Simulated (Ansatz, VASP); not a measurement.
# Two plane-wave programs on Mn

```
CELL_PARAMETERS angstrom
2.25139 0.00000 0.00000
0.00000 2.25139 0.00000
0.00000 0.00000 2.25139
ATOMIC_POSITIONS crystal
Mn 0.00000 0.00000 0.00000
```

Alike in both runs: task single point; functional BLYP; k mesh 15 × 15 × 15; occupations fermi-dirac, width 0.1 eV; no spin polarisation.

|  | VASP | Ansatz |
| --- | --- | --- |
| version | VASP 6.6.1 | Ansatz 0.2.0 |
| potentials or method | VASP PAW PBE potentials, release 64 (Mn_pv) | plane waves (420 eV) with PAW, scalar-relativistic |
| plane-wave cutoff (eV) | 520 | 420 |
| valence electrons in the cell | 13 | 15 |

VASP gave:

```
pressure (GPa) : 19.2
```

Problem. Estimate Ansatz's values.

Solution. Pressure (GPa): 18.8.

The two sets of potentials don't hold the same shells in valence.

Caveats: so large a pressure means that the cell lies far from this level's equilibrium, or that cutoff or potentials fall short (VASP); the potentials were made for another functional, which shifts forces and pressure (VASP); the run has no spin polarisation, though such a crystal can be magnetic. Spin polarisation is off, so any magnetic state and its effect on volume and gap are missing.
